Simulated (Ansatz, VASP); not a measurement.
HfN in VASP and in Ansatz

The input INCAR:

```
ALGO = Normal
EDIFF = 1E-7
EDIFFG = -0.002
ENCUT = 600
GGA = CA
IBRION = 2
ISIF = 3
ISMEAR = 1
LASPH = T
LCHARG = F
LREAL = F
LWAVE = F
NELM = 100
NSW = 80
PREC = Accurate
SIGMA = 0.1
```

The input KPOINTS:

```
k-points
0
Gamma
  18 18 18
```

File POSCAR:

```
HfN
1.0
    0.0000000000      2.2560000000      2.2560000000
    2.2560000000      0.0000000000      2.2560000000
    2.2560000000      2.2560000000      0.0000000000
Hf N
1 1
Direct
    0.0000000000      0.0000000000      0.0000000000
    0.5000000000      0.5000000000      0.5000000000
```

Input for Ansatz:

```yaml
crystal:
  lattice:
    - [0.0, 2.256, 2.256]
    - [2.256, 0.0, 2.256]
    - [2.256, 2.256, 0.0]
  atoms:
    - { symbol: Hf, position: [0.0, 0.0, 0.0] }
    - { symbol: "N", position: [0.5, 0.5, 0.5] }
scf:
  occupations: { method: methfessel_paxton, width: 0.1 }
output:
  forces: true
  stress: true
  eigenvalues: true
  write_density: true
  write_potential: true
  elf: true
  volumetric_format: npy
kpoints:
  mp_grid: { grid: [18, 18, 18] }
hamiltonian:
  xc: lda
relax:
  f_tol: 0.002
  adjacent_minimum: "off"
  cell: { stress_tol: 0.05, p_target: 0 }
```

Alike in both runs: task relaxation of cell and atoms; functional LDA; k mesh 18 × 18 × 18; occupations methfessel-paxton of order 1, width 0.1 eV; no spin polarisation.

|  | VASP | Ansatz |
| --- | --- | --- |
| version | VASP 6.6.1 | Ansatz 0.2.0 |
| potentials or method | VASP PAW LDA potentials, release 64 (Hf_pv, N) | scalar-relativistic, plane waves, PAW |
| plane-wave cutoff (eV) | 600 | 420 |
| valence electrons in the cell | 15 | 31 |

|  | VASP | Ansatz | Ansatz less VASP |
| --- | --- | --- | --- |
| gap on the k mesh at the Fermi level, each at its own relaxed structure (eV) | none | none | - |
| relaxed volume (Å³/atom) | 11.10 | 11.15 | +0.046 |
| relaxed cell length with the largest relative difference (Å) | 3.155 | 3.159 | +0.0044 |
| energy change over the relaxation (meV/atom) | -12 | -9 | +2.8 |

A gap of «none» marks a metal or a gap that the smearing closes. The two sets of potentials don't hold the same shells in valence.

Spin-orbit coupling is left out, which matters for the levels of Hf. LDA usually gives volumes a few per cent too small. Zero-point motion and thermal expansion aren't in these numbers.
